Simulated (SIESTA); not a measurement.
MgSe in SIESTA: the effect of basis

MgSe:

```
Se Mg
1.0
     0.00000    2.72550    2.72550
     2.72550    0.00000    2.72550
     2.72550    2.72550    0.00000
Se Mg
1 1
Direct
  0.50000 0.50000 0.50000
  0.00000 0.00000 0.00000
```

Alike in all runs:

```yaml
Program: SIESTA 5.4.2
Task: single point
Functional: PBE
Potentials_or_basis: PseudoDojo 0.4 standard (PBE files)
Grid_cutoff: 800 Ry
Energy_shift: 0.003 Ry
k_mesh: 8 × 8 × 8
Occupations: fermi-dirac, width 0.05 eV
Spin: no spin polarisation
```

```csv
basis,gap on the mesh (eV),pressure (GPa)
SZP,?,?
DZP,1.92,4.1
DZDP,1.91,3.6
TZP,1.89,3.4
TZDP,1.90,3.2
```

What does the run with basis SZP give?

gap on the mesh 1.88 eV; pressure 5.9 GPa.

Caveats: the basis of atomic orbitals isn't converged, which shifts pressures, moduli and gaps.

A k mesh can miss the band edges.
